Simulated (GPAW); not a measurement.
Input of a GPAW 26.7.0 run:

The input run.py:

```python
from ase import Atoms
from ase.filters import FrechetCellFilter
from ase.io import write
from ase.optimize import BFGS
from gpaw import GPAW, PW, setup_paths

setup_paths.insert(0, '.')

atoms = Atoms(['In'],
              cell=[[-1.88252524, 1.88252524, 1.88252524],
                    [1.88252524, -1.88252524, 1.88252524],
                    [1.88252524, 1.88252524, -1.88252524]],
              scaled_positions=[[0.0, 0.0, 0.0]],
              pbc=True)

calc = GPAW(mode=PW(600),
            xc='PBEsol',
            kpts={'size': (10, 10, 10), 'gamma': True},
            occupations={'name': 'fermi-dirac', 'width': 0.05},
            nbands=14,
            convergence={'density': 1e-05, 'forces': 0.0001},
            maxiter=150,
            txt='gpaw.txt')
atoms.calc = calc
opt = BFGS(FrechetCellFilter(atoms), trajectory='relax.traj', logfile='-')
done = opt.run(fmax=0.02, steps=60)
calc.write('gs.gpw')
write('result.traj', atoms)
print('Converged:', done)
print('Cell:', atoms.cell.cellpar().round(4))
print('Volume:', round(atoms.get_volume(), 4))
print(atoms.get_scaled_positions().round(5))
```

Potentials or basis: PAW data sets generated in the run's folder for this functional, pw.

The run is started by

```bash
$ gpaw-setup -f PBEsol In
$ OMP_NUM_THREADS=1 python run.py
```

(1) What does it give for the space group after relaxing (to 0.05 Å)?

(2) What does it give for the relaxed cell?

(3) What does it give for the band gap on the k mesh?

(4) What does it give for the relaxed volume?

Results:

(1) Im-3m (No. 229).

(2) a = 3.212 Å, b = 3.212 Å, c = 3.212 Å, α = 109.47°, β = 109.47°, γ = 109.47°.

(3) none (metal or under the smearing width).

(4) 25.51 Å³/atom.

Caveat: later steps reuse the first step's grids.
